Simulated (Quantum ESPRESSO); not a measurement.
## Er in Quantum ESPRESSO: the effect of strain

Er:

```
Er
1.0
    -1.89882    1.89882    1.97794
     1.89882   -1.89882    1.97794
     1.89882    1.89882   -1.97794
Er
1
Cartesian
  0.0000 0.0000 0.0000
```

This isn't the form of Er at room conditions, which is hcp.

Alike in all runs:

| Property | Result |
| --- | --- |
| Program | Quantum ESPRESSO 7.5 |
| Task | single point |
| Functional | PBEsol |
| Potentials or basis | SSSP 1.3 efficiency PBE |
| Cutoff | 748 eV |
| Density cutoff | 5987 eV |
| k mesh | 9 × 9 × 9 |
| Occupations | fermi-dirac, width 0.05 eV |
| Spin | collinear spin, ferromagnetic start |
| Starting moments | [3.0] μB |
| Kind of strain | biaxial_xy |
| Mixing beta | 0.3 |
| Most SCF iterations | 120 |
| SCF threshold | 2e-10 Ry |

```csv
strain,pressure (GPa),moment (μB)
-0.04,?,?
-0.02,-0.3,2.23
-0.01,-0.8,2.23
0,-1.4,2.22
0.01,-1.7,2.21
0.02,-2.1,2.20
0.04,-2.8,2.19
```

Question: What does the run with strain -0.04 give?

Answer: Pressure 0.9 GPa; moment 2.24 μB.

Worked out: A parabola through the other rows of the pressure, of slope -62.7 GPa per unit of strain there, extrapolates to 0.9 GPa, against the run's 0.9. A straight line through the other rows of the moment, of slope -0.743 μB per unit of strain, extrapolates to 2.25 μB, against the run's 2.24.

Caveats: the potentials were made for another functional, which shifts forces and pressure; the magnetic or orbital state may not be the lowest.
